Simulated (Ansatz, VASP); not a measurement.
# Al: VASP beside Ansatz

```
Al
1.0
     2.17054   -3.67867    0.00000
     2.17054    3.67867    0.00000
     0.00000    0.00000    4.34686
Al
4
Direct
  0.15250 0.84750 0.07850
  0.65250 0.34750 0.42150
  0.84750 0.15250 0.92150
  0.34750 0.65250 0.57850
```

Alike in both runs: task single point; functional r2SCAN; k mesh 6 × 6 × 4; occupations gaussian, width 0.1 eV; no spin polarisation.

```csv
,VASP,Ansatz
version,VASP 6.6.1,Ansatz 0.2.0
potentials or method,"VASP PAW PBE potentials, release 64 (Al)","scalar-relativistic, plane waves, PAW"
plane-wave cutoff (eV),520,500
valence electrons in the cell,12,12
```

|  | VASP | Ansatz | Ansatz less VASP |
| --- | --- | --- | --- |
| gap on the k mesh at the Fermi level (eV) | none | none | - |
| pressure (GPa) | 15.7 | 16.0 | +0.31 |
| largest component of the traceless stress (GPa) | 10.49 | 10.47 | -0.020 |
| rms of the force components (eV/Å) | 0.636 | 0.630 | -0.0060 |

Atom by atom the forces differ by 0.006 eV/Å (rms over components). A gap of «none» marks a metal or a gap that the smearing closes. The functional is the same, so the differences come from potentials, cutoffs and numerics.

Caveats: the k mesh is coarse (spacing up to 0.36 Å⁻¹), so the values aren't converged; so large a pressure means that the cell lies far from this level's equilibrium, or that cutoff or potentials fall short (VASP); the potentials were made for another functional, which shifts forces and pressure (VASP).
